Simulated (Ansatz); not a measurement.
## NaH: energy along a strain

NaH, Pm-3m, a = 2.955 Å (as given, not relaxed at this level: -0.6 GPa). This isn't the usual stable structure of the compound. Ansatz: r2SCAN, PAW, 500 eV, Γ-centred 10×10×10 mesh on 2 atoms, Gaussian smearing 0.05 eV; no spin polarisation. Cell vectors (Å): 2.955 0.000 0.000; 0.000 2.955 0.000; 0.000 0.000 2.955. The cell is strained by x per cent times the pattern (0 0 0 1 0 0) in the order xx yy zz yz xz xy (engineering shears), with fractional coordinates held. y is the free energy over the start, V0 = 12.903 Å³/atom. Symmetry makes y even in x.

```tsv
x (%)	y (meV/atom)
-6.00	-0.72
-3.00	?
0.00	0.00
0.75	-0.01
1.50	-0.05
2.25	-0.10
3.75	-0.28
4.50	-0.41
5.25	-0.55
```

Task: Fit y = c2 x² + c4 x⁴ to the other rows, get the stiffness along the pattern, and predict the missing energy.

Result: Least squares on the rows shown. y = −0.02015 x² + 4.508×10⁻⁶ x⁴. The clamped-ion stiffness p·C·p = 2 × -0.2015 eV × 160.2 / 12.903 Å³ = -5.0 GPa, which is C44 in these axes (second derivative at the start, which stands under stress). At x = -3.00 the fit asked for gives -0.18 meV/atom. The run gave -0.18 meV/atom, the same to the digits shown.